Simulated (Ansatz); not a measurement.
# I: LAPW beside PAW

The same cell of I is computed with full-potential LAPW, PAW on the default files and datasets made for this crystal, to set the results side by side.

Program: Ansatz 0.2.0. Level of theory: DFT PBE, scalar-relativistic. These are calculated values, not measurements.

1 further run of the same task is left out (set aside as unsound or not needed).

## Step 1: Starting point

It takes space group Fm-3m (No. 225, cubic). Conventional cell: a = 5.201 Å, b = 5.201 Å, c = 5.201 Å, α = 90.00°, β = 90.00°, γ = 90.00°. I (site symmetry m-3m) is surrounded by 12 I at 3.68 Å.

Coordinates:

```cif
data_structure
_symmetry_space_group_name_H-M 'P 1'
_symmetry_Int_Tables_number 1
_cell_length_a 3.6778
_cell_length_b 3.6778
_cell_length_c 3.6778
_cell_angle_alpha 60.000
_cell_angle_beta 60.000
_cell_angle_gamma 60.000
_cell_volume 35.18
loop_
_atom_site_label
_atom_site_type_symbol
_atom_site_fract_x
_atom_site_fract_y
_atom_site_fract_z
_atom_site_occupancy
I1 I 0.00000 0.00000 0.00000 1
```

The cell was relaxed by PAW from a hypothetical start (fcc type); it needn't be the stable phase of this composition.

## Step 2: Full-potential LAPW

The input, input.yaml:

```yaml
crystal:
  lattice:
    - [0.0, 2.6005916619, 2.6005916619]
    - [2.6005916619, 0.0, 2.6005916619]
    - [2.6005916619, 2.6005916619, 0.0]
  atoms:
    - { symbol: I, position: [0.0, 0.0, 0.0] }
kpoints:
  mp_grid: { grid: [14, 14, 14] }
  band_path:
    path:
      - [0.0, 0.0, 0.0]
      - [0.5, 0.0, 0.5]
      - [0.625, 0.25, 0.625]
      - [0.375, 0.375, 0.75]
      - [0.0, 0.0, 0.0]
      - [0.5, 0.5, 0.5]
      - [0.5, 0.25, 0.75]
      - [0.5, 0.0, 0.5]
    npoints: 8
scf:
  occupations: { method: fermi_dirac, width: 0.08 }
hamiltonian:
  xc: pbe
  pseudopotentials: { kind: all_electron, lapw: { basis_error: 0.001 } }
output:
  forces: true
  stress: true
  eigenvalues: true
  populations: true
  dos: { projected: true, de: 0.2, e_range: [-14, 8] }
```

## Step 3: PAW on the default files

Edit input.yaml of step 2 so:

```diff
@@ -24,3 +24,3 @@
   xc: pbe
-  pseudopotentials: { kind: all_electron, lapw: { basis_error: 0.001 } }
+  pseudopotentials: { kind: paw }
 output:
@@ -29,3 +29,5 @@
   eigenvalues: true
+  efg: { contact_densities: true }
   populations: true
+  bader: true
   dos: { projected: true, de: 0.2, e_range: [-14, 8] }
```

## Step 4: Datasets made for this crystal

Edit input.yaml of step 3 so:

```diff
@@ -24,3 +24,3 @@
   xc: pbe
-  pseudopotentials: { kind: paw }
+  pseudopotentials: { kind: all_electron, datasets: crystal }
 output:
@@ -30,4 +30 @@
   efg: { contact_densities: true }
-  populations: true
-  bader: true
-  dos: { projected: true, de: 0.2, e_range: [-14, 8] }
```

(Steps that only read results are left out.)

Q: Predict the outcome of this session. Wanted: pressure; gap.

As calculated:

| quantity | value |
| --- | --- |
| pressure | LAPW 0.03, PAW 0.02, crystal datasets 0.02 GPa |
| gap (LAPW) | none |

**Reading.** The pressure is within half a GPa of zero. The count of 25 electrons in bands leaves a band partly filled, so there is no gap. I 5p carries the largest share, 100 %, of the projected states within 0.3 eV of the Fermi level. The projection holds only the free atom's occupied shells (I 5p in this range). PAW lies less than 0.01 GPa from LAPW in pressure. Spin-orbit coupling is left out, though the cell holds I; in elements this heavy it can shift bands and gaps by tenths of an eV. I has an odd count of electrons, so a run without spin can force a false metal and spoil its energy.
